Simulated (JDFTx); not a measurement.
Crystal: Pt.

```xyz
1
Lattice="0.0000 1.9609 1.9609 1.9609 0.0000 1.9609 1.9609 1.9609 0.0000" Properties=species:S:1:pos:R:3 pbc="T T T"
Pt    0.0000    0.0000    0.0000
```

* Program: JDFTx 1.7.0 (patched build)
* Task: single point
* Functional: PBEsol
* Potentials or basis: PseudoDojo-SR-PBEsol-0.4.1-standard with smoothed tails
* Cutoff: 1143 eV
* Density cutoff: 4572 eV
* k mesh: 12 × 12 × 12
* Occupations: fermi-dirac, width 0.05 eV
* Spin: no spin polarisation

On this cell: pressure -1.2 GPa; band gap on the k mesh none (metal or under the smearing width).

The same run follows on a disturbed copy (cell strained at random at fixed volume):

```
Pt
1.0
    -0.01330    1.93575    1.94453
     1.97104    0.00303    1.92819
     2.00088    1.94926   -0.02681
Pt
1
Direct
  0.98674 0.01995 0.00694
```

Task: What changes?

Result: The energy (extrapolated to zero smearing) moves by +2.3 meV/atom; pressure -1.1 GPa; band gap on the k mesh none (metal or under the smearing width).

Stress tensor (GPa, compression positive):
```
-2.07 -0.59  1.34
-0.59 -0.59  0.59
 1.34  0.59 -0.54
```
